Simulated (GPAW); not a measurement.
## Ho in GPAW: convergence with k mesh

Ho:

```xyz
1
Lattice="0.0000 2.4942 2.4942 2.4942 0.0000 2.4942 2.4942 2.4942 0.0000" Properties=species:S:1:pos:R:3 pbc="T T T"
Ho    0.0000    0.0000    0.0000
```

This isn't the form of Ho at room conditions, which is hcp.

```yaml
Program: GPAW 26.7.0
Task: convergence study
Functional: LDA
Potentials_or_basis: the program's PAW data sets (release 1.2.1) made for this functional
Cutoff: 800 eV
Basis: pw
k_mesh: 2 × 2 × 2
Occupations: fermi-dirac, width 0.05 eV
Spin: collinear spin, ferromagnetic start
Starting_moments: "[4.0] μB"
```

These are the settings of the first run; the series varies k mesh, with any setting tied to it.

Hardware: 1 thread of Arm Neoverse V1 (shared host).

Q: The values tried are 2 × 2 × 2, 3 × 3 × 3, 4 × 4 × 4, 5 × 5 × 5, 6 × 6 × 6, 7 × 7 × 7, 8 × 8 × 8, 10 × 10 × 10, 12 × 12 × 12, loosest first. From which on does the energy stay within 1 meV/atom of the tightest run that finished?

A: From 10 × 10 × 10 on.

```csv
k mesh,"energy less the tightest run, at zero smearing (meV/atom)",pressure (GPa),largest site moment (μB),SCF cycles,CPU time (s),peak memory (GiB)
2 × 2 × 2,-1097.86,-18.94,3.62,20,15,0.18
3 × 3 × 3,120.06,-4.23,3.69,17,16,0.18
4 × 4 × 4,-14.42,-2.20,3.36,21,31,0.18
5 × 5 × 5,-21.76,-3.04,3.40,18,33,0.19
6 × 6 × 6,14.97,-2.81,3.51,16,41,0.19
7 × 7 × 7,-0.48,-2.84,3.43,17,54,0.2
8 × 8 × 8,-1.40,-2.76,3.40,18,80,0.21
10 × 10 × 10,-0.57,-2.88,3.43,18,120,0.24
12 × 12 × 12,0.00,-2.82,3.43,16,170,0.27
```

Against the tightest run, the pressure stays within 0.1 GPa from 6 × 6 × 6 on; the largest site moment stays within 0.02 μB from 10 × 10 × 10 on. Meshes of other sizes hit other points, so gaps and Fermi surfaces needn't settle smoothly. The tightest run that finished is the yardstick and may itself not be fully converged.

Caveat, for the tightest run too: one-centre terms of the f shell are cut off; the magnetic or orbital state may not be the lowest; spin-orbit coupling is left out, which moves the levels of the heavy elements. The state reached can hang on the start; a lower one may exist.
